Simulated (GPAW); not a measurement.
The system is SnS2.

```xyz
3
Lattice="3.6390 0.0000 0.0000 -1.8195 3.1515 0.0000 0.0000 0.0000 5.8680" Properties=species:S:1:pos:R:3 pbc="T T T"
Sn    0.0000    0.0000    0.0000
S     0.0000    2.1010    1.4670
S     1.8195    1.0505    4.4010
```

Base run:

- Program: GPAW 26.7.0
- Functional: LDA
- Potentials or basis: the program's PAW data sets (release 1.2.1) made for this functional
- Cutoff: 600 eV
- Basis: pw
- k mesh: 7 × 7 × 5
- Occupations: fermi-dirac, width 0.05 eV
- Spin: no spin polarisation

Its results: band gap on the k mesh 1.28 eV, indirect (least direct gap 1.73 eV).

Problem. The run is repeated on the same cell with these changes: functional from LDA to GLLB-SC. What comes out?

Solution. Band gap on the k mesh, kohn-sham part alone 1.82 eV, indirect (least direct gap 2.25 eV).

Caveats: spin-orbit coupling is left out, which moves the levels of the heavy elements; a model potential gives levels but no total energy (some runs); an odd mesh through Γ misses points on the zone boundary, where band edges often lie (some runs).
